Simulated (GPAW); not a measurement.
Runs of GPAW 26.7.0 on CuCl4. The structure is tetragonal, space group I-42m (No. 121). The conventional cell has a = 4.865 Å, b = 4.865 Å, c = 10.469 Å, α = 90.00°, β = 90.00°, γ = 90.00°. Around Cu (site symmetry -42m) lie 4 Cl at 2.19 Å. Around Cl (site symmetry m) lie 1 Cu at 2.19 Å. The cell comes from a database or a generator and needn't be the stable form of this composition.

```csv
task,level,potentials or basis,k mesh,band path,band points,mesh quality,pressure (GPa),largest force (eV/Å)
band structure,LDA,"the program's PAW data sets (release 1.2.1) made for this functional, pw",5 × 5 × 5,"GXYSGZS1NPY1Z,XP",60,coarse,(a),0.43
single point,PBEsol,"PAW data sets generated in the run's folder for this functional, pw",8 × 8 × 8,-,-,not flagged,-2.7,0.26
band structure,r2SCAN,"GPAW PAW data sets (gpaw-data 1.2.1), pw",5 × 5 × 5,"GXYSGZS1NPY1Z,XP",60,coarse,-2.0,0.28
band structure,PBEsol,"PAW data sets generated in the run's folder for this functional, pw",5 × 5 × 5,"GXYSGZS1NPY1Z,XP",60,coarse,-2.7,0.26
```

Alike in all rows: no spin polarisation; cell as given; cutoff (eV) 600; smearing fermi-dirac 0.05 eV.

Question: Estimate the missing entries.

Answer: (a) -5.0.

Caveats: some runs use coarse meshes; with this Cu data set, volumes or pressures lay over 1.5 % or 2 GPa off other programs in two to four cells of ten; an odd number of electrons without spin polarisation forces a metal; a magnetic or distorted state may lie lower; the run has no spin polarisation, though such a crystal can be magnetic; the PAW data sets were made with another functional, which shifts forces and pressure a little (some runs).
